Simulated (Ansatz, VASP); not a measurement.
## One calculation of KBr, 3 ways

The starting cell:

```xyz
2
Lattice="0.0000 3.3000 3.3000 3.3000 0.0000 3.3000 3.3000 3.3000 0.0000" Properties=species:S:1:pos:R:3 pbc="T T T"
Br    3.3000    3.3000    3.3000
K     0.0000    0.0000    0.0000
```

Alike in all runs: task relaxation of cell and atoms; functional BLYP; k mesh 7 × 7 × 7; occupations fermi-dirac, width 0.05 eV; no spin polarisation; no spin-orbit coupling.

```csv
program and potentials,plane-wave cutoff (eV),notes,equilibrium volume (Å³/atom)
"Ansatz, Ansatz PAW",420,"potentials made for PBE, which Ansatz adapts in part",39.55
"Ansatz, all-electron LAPW, scalar-relativistic",-,-,39.56
"VASP, PBE PAW files Br, K_sv, 600 eV",600,potentials made for PBE,39.74
```

The equilibrium volume spans 39.55 (Ansatz, Ansatz PAW) to 39.74 Å³/atom (VASP, PBE PAW files Br, K_sv, 600 eV), with all-electron results at 39.56. Some sets were made for another functional than the one run, which can shift their rows. Relaxations stop with a little pressure left, so the last digit of a volume isn't settled.

Differences between rows come from potentials, basis sets and numerical settings, since the functional is the same but for its coding. Runs on potential files found faulty are left out.
